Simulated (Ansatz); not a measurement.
SnS2, CdI2 type (r2SCAN+rVV10 geometry), in Ansatz:

```
Sn S
1.0
     3.66075    0.00000    0.00000
    -1.83038    3.17031    0.00000
     0.00000    0.00000    5.96178
Sn S
1 2
Cartesian
  0.0000 0.0000 0.0000
  0.0000 2.1135 1.4642
  1.8304 1.0568 4.4976
```

G0W0@PBE with 379 empty bands, a screening cutoff of 180 eV and a 6×6×4 mesh (PAW, contour deformation) gives 2.342 eV over the mesh points, from a PBE gap of 1.496 eV; it sums over 392 bands with 379 plane waves in the screening and a wave cutoff of 420 eV. The G0W0 figures hold for the stated bands, cutoff and mesh and aren't extrapolated. Calculated for a static, non-magnetic cell.

**Question.** Estimate the gap with potentials of the kind norm-conserving.

**Answer.** 2.371 eV (+0.029 eV), from a Kohn-Sham gap of 1.498 eV.

**Question.** Estimate the gap with frequency model Godby-Needs pole.

**Answer.** 2.391 eV (+0.049 eV), from a Kohn-Sham gap of 1.496 eV.

No spin-orbit coupling is included; it can move band edges with weight on the heavy atoms by tenths of an eV.
